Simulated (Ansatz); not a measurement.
# NdH3: the cost of one run

Program: Ansatz 0.2.0. Level of theory: DFT PBE, scalar-relativistic, plane waves, PAW; 4f electrons in the core of a trivalent norm-conserving potential. These are calculated values, not measurements.

## 1. The starting structure

Symmetry: Pm-3m, No. 221, cubic system. Conventional cell: a = 3.769 Å, b = 3.769 Å, c = 3.769 Å, α = 90.00°, β = 90.00°, γ = 90.00°. Around Nd (site symmetry m-3m) lie 6 H at 1.88 Å. Around H (site symmetry 4/mmm) lie 2 Nd at 1.88 Å.

Coordinates:

```cif
data_structure
_symmetry_space_group_name_H-M 'Pm-3m'
_symmetry_Int_Tables_number 221
_cell_length_a 3.7689
_cell_length_b 3.7689
_cell_length_c 3.7689
_cell_angle_alpha 90.000
_cell_angle_beta 90.000
_cell_angle_gamma 90.000
_cell_volume 53.53
loop_
_atom_site_label
_atom_site_type_symbol
_atom_site_symmetry_multiplicity
_atom_site_Wyckoff_symbol
_atom_site_fract_x
_atom_site_fract_y
_atom_site_fract_z
_atom_site_occupancy
Nd1 Nd 1 b 0.50000 0.50000 0.50000 1
H1 H 3 c 0.00000 0.50000 0.50000 1
```

A structure generator made this guess: random cell by space group and Wyckoff sites (Pm-3m, No. 221). Lengths come from tabulated atomic sizes and are only a guess.

## 2. Probe: one point on a coarse mesh

Contents of input.yaml:

```yaml
crystal:
  lattice:
    - [3.76888038, 0.0, 0.0]
    - [0.0, 3.76888038, 0.0]
    - [0.0, 0.0, 3.76888038]
  atoms:
    - { symbol: Nd, position: [0.5, 0.5, 0.5] }
    - { symbol: H, position: [0.0, 0.5, 0.5] }
    - { symbol: H, position: [0.5, 0.0, 0.5] }
    - { symbol: H, position: [0.5, 0.5, 0.0] }
basis:
  ecutwfc: 660
kpoints:
  mp_grid: { grid: [4, 4, 4] }
hamiltonian:
  xc: pbe
  pseudopotentials:
    kind: paw
    azcp: { Nd: "pseudopotentials/pbe/nc/lanthanide_3plus/Nd.nc.azcp" }
scf:
  occupations: { method: gaussian, width: 0.1 }
  lower_state_search: "off"
output:
  forces: true
  stress: true
  eigenvalues: true
```

Run with:

```
> ansatz run input.yaml --threads 1 --pin off --max-ram 2560MiB --backend cpu --events-out ev --progress --plain --runs-dir out
```

**Question.** How long does this run take on 1 thread of Intel Xeon at 2.50GHz (Skylake/Cascade Lake), shared host, and how much memory does it need?

About 1.7 s, with a peak of 0.29 GiB.
